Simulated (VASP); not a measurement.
Runs of VASP 6.6.1 on GaAs. It takes space group F-43m (No. 216, cubic). The conventional cell has a = 5.654 Å, b = 5.654 Å, c = 5.654 Å, α = 90.00°, β = 90.00°, γ = 90.00°. Around As (site symmetry -43m) lie 4 Ga at 2.45 Å. Around Ga (site symmetry -43m) lie 4 As at 2.45 Å. 

| task | level | spin | screening parameter | exchange at q = 0 | gap on the mesh (eV) | pressure (GPa) |
| --- | --- | --- | --- | --- | --- | --- |
| band structure | HSE06 | off | 0.2 1/A | - | 1.43 | 1.0 |
| band structure | HSE03 | off | - | - | 1.26 | (a) |
| band structure | PBE0 | off | - | truncated | (b) | 0.8 |
| single point | HSE06 | SOC, no magnetisation | 0.2 1/A | - | - | 1.0 |

Alike in all rows: potentials or basis VASP PAW PBE potentials, release 64 (As, Ga_d); cell as given; k mesh 6 × 6 × 6; cutoff (eV) 520; smearing gaussian 0.02 eV.

Q: Estimate the missing entries.

A: (a) 1.3; (b) 2.02.

Caveats: the PAW data sets were made with another functional, which shifts forces and pressure a little.

A k mesh can miss the band edges, and rows without SOC leave out spin-orbit coupling on As, Ga.
